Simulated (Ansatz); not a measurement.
Density of states of Ti$_{3}$Al$_{5}$ (P4/mmm, a = 3.883 Å, b = 3.883 Å, c = 8.297 Å, α = 90.00°, β = 90.00°, γ = 90.00°), in states per eV and primitive cell, averaged over bins of 0.4 eV. All numbers below come from Ansatz, DFT PBEsol, scalar-relativistic, plane waves, PAW.

Plane waves to 420 eV, a k mesh through Γ of 10×10×4 on the computed 8-atom cell and Gaussian smearing (0.10 eV); no spin polarisation.

The cell is relaxed at this level. The states (both spins) are summed by tetrahedra on a 15×15×6 mesh at the self-consistent density. Energies are bin centres; the table starts no lower than −8 eV and ends at 6 eV, or lower where the solved bands end.

It is a metal at this level.

```csv
E − E_F (eV),total,Ti 3d,Al 3p,Al 3s,Ti 4s
-7.85,1.55,0.04,0.65,0.65,0.15
-7.45,1.36,0.06,0.61,0.54,0.10
-7.05,1.39,0.09,0.65,0.50,0.10
-6.65,1.37,0.11,0.66,0.45,0.10
-6.25,1.51,0.13,0.72,0.47,0.13
-5.85,1.89,0.17,0.89,0.58,0.17
-5.45,2.27,0.26,1.03,0.74,0.16
-5.05,2.26,0.34,0.94,0.78,0.12
-4.65,1.92,0.31,0.80,0.63,0.12
-4.25,2.62,0.47,1.13,0.77,0.17
-3.85,2.28,0.47,1.06,0.54,0.14
-3.45,2.61,0.57,1.37,0.40,0.18
-3.05,3.82,1.02,1.98,0.45,0.26
-2.65,3.38,0.99,1.81,0.32,0.18
-2.25,5.14,1.81,2.68,0.35,0.17
-1.85,5.60,2.37,2.69,0.26,0.16
-1.45,5.02,2.41,2.20,0.18,0.12
-1.05,4.75,2.36,1.97,0.23,0.09
-0.65,5.99,4.04,1.37,0.28,0.13
-0.25,6.41,4.78,1.07,0.22,0.16
0.15,4.51,3.49,0.70,0.08,0.10
0.55,4.04,2.88,0.78,0.06,0.14
0.95,5.53,4.28,0.65,0.09,0.27
1.35,8.00,6.07,0.97,0.20,0.41
1.75,8.10,5.90,1.18,0.29,0.29
2.15,7.33,5.47,1.03,0.25,0.17
2.55,7.52,5.33,1.28,0.31,0.11
2.95,5.00,2.74,0.88,0.94,0.09
3.35,6.30,3.09,1.22,1.40,0.15
3.75,4.51,1.92,1.10,0.98,0.13
4.15,4.42,1.46,1.18,0.90,0.29
4.55,4.44,1.38,1.34,0.83,0.25
4.95,5.02,1.45,1.72,0.91,0.28
5.35,4.36,1.03,1.70,0.72,0.24
5.75,4.37,0.87,1.73,0.61,0.36
```

The columns after the total are the main Löwdin projections on the occupied valence shells of the potentials; 2 others are left out. The rest of the total lies in those, in shells that are empty in the free atom, which aren't projected, and between the atoms.

Whether Ti3Al5 exists in this form wasn't checked.

Cost: 1 run of about 1.2 core-minutes, on Intel Xeon 6975P-C (Granite Rapids) (shared hosts).